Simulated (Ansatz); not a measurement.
**Compressing ScAl₃**

Computed with Ansatz, DFT PBEsol, scalar-relativistic, plane waves, PAW. (420 eV cutoff, 10×10×10 k-mesh, Gaussian smearing of 0.10 eV, no spin polarisation)

Reference structure (relaxed):

```xyz
4
Lattice="4.0713 0.0000 0.0000 0.0000 4.0713 0.0000 0.0000 0.0000 4.0713" Properties=species:S:1:pos:R:3 pbc="T T T"
Sc    0.0000    0.0000    0.0000
Al    2.0356    0.0000    2.0356
Al    0.0000    2.0356    2.0356
Al    2.0356    2.0356    0.0000
```

Cell and atoms are relaxed at each pressure within the symmetry of the start, at zero temperature, so transitions that lower the symmetry aren't seen. The k-mesh given is that at zero pressure and may differ at others. a, b and c are the lengths of the cell vectors above.

```tsv
P (GPa)	V (Å³/atom)	V/V0	a (Å)	b (Å)	c (Å)
-3	17.47	1.036	4.119	4.119	4.119
0	16.87	1.000	4.071	4.071	4.071
3	16.36	0.970	4.030	4.030	4.030
8	15.65	0.928	3.971	3.971	3.971
15	14.87	0.881	3.903	3.903	3.903
30	13.63	0.808	3.792	3.792	3.792
60	12.05	0.714	3.639	3.639	3.639
```

Q: What bulk modulus and pressure derivative fit these points?

A: A third-order Birch–Murnaghan fit gives B0 = 93 GPa and B0' = 3.9.